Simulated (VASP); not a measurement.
A calculation with VASP 6.6.1 of CaSe (ASE script, structure typed inline):

run.py

```python
from ase import Atoms
from ase.calculators.vasp import Vasp
from ase.dft.bandgap import bandgap

atoms = Atoms(
    ['Se', 'Ca'],
    cell=[[0.0, 3.3, 3.3], [3.3, 0.0, 3.3], [3.3, 3.3, 0.0]],
    scaled_positions=[[0.25, 0.25, 0.25], [0.0, 0.0, 0.0]],
    pbc=True,
)
calc = Vasp(
    directory='calc',
    xc='rpbe',
    pp='PBE',
    setups='gw',
    prec='Accurate',
    encut=550,
    ediff=1e-06,
    ismear=0,
    sigma=0.05,
    lreal=False,
    lasph=True,
    nelm=100,
    algo='Normal',
    isif=2,
    lwave=False,
    lcharg=False,
    kpts=[7, 7, 7],
    gamma=True,
    nbands=15,
)
atoms.calc = calc

print('energy (eV):', atoms.get_potential_energy())
print('free energy (eV):', atoms.get_potential_energy(force_consistent=True))
print('forces (eV/A):')
print(atoms.get_forces())
print('stress (eV/A^3, Voigt):', atoms.get_stress())
print('Fermi level (eV):', calc.get_fermi_level())
gap, top, bottom = bandgap(calc)
print('band gap (eV):', gap, 'from (spin, k, band)', top, 'to', bottom)
```

Potentials or basis: VASP PAW PBE potentials, release 64 (Se_GW, Ca_sv_GW).

Command:

```console
$ python run.py
```

The cell comes from a database or a generator and needn't be the stable form of this composition.

Problem. Write the same calculation in another form: native input, structure from a POSCAR.

Solution. As run:

File INCAR:

```
SYSTEM = CaSe
  PREC = Accurate
  ENCUT = 550
  EDIFF = 1E-6
  ISMEAR = 0
  SIGMA = 0.05
  LREAL = .FALSE.
  LASPH = .TRUE.
  NELM = 60
  ALGO = Normal
  ISIF = 2
  LWAVE = .FALSE.
  LCHARG = .TRUE.
  GGA = RP
  LELF = .TRUE.
  LVHAR = .TRUE.
```

The input KPOINTS:

```
Automatic mesh
0
G
  7 7 7
  0 0 0
```

File POSCAR:

```
CaSe
1.0
    0.0000000000      3.3000000000      3.3000000000
    3.3000000000      0.0000000000      3.3000000000
    3.3000000000      3.3000000000      0.0000000000
Se Ca
1 1
Cartesian
    1.6500000000      1.6500000000      1.6500000000
    0.0000000000      0.0000000000      0.0000000000
```

Potentials or basis: VASP PAW PBE potentials, release 64 (Se_GW, Ca_sv_GW).

The run is started by

```bash
$ cat potpaw_PBE.64/Se_GW/POTCAR potpaw_PBE.64/Ca_sv_GW/POTCAR > POTCAR
$ mpirun -np 1 vasp_std > vasp.out
```

Both were run:

|  | ASE script, structure typed inline | native input, structure from a POSCAR |
| --- | --- | --- |
| Pressure | 1.0 GPa | 1.0 GPa |
| Band gap on the k mesh | 3.40 eV, indirect (least direct gap 3.49 eV) | 3.40 eV, indirect (least direct gap 3.49 eV) |

Keys that steer only the numerical path or the files written may differ.

Caveat: the PAW data sets were made with another functional, which shifts forces and pressure a little; an odd mesh through Γ misses points on the zone boundary, where band edges often lie.
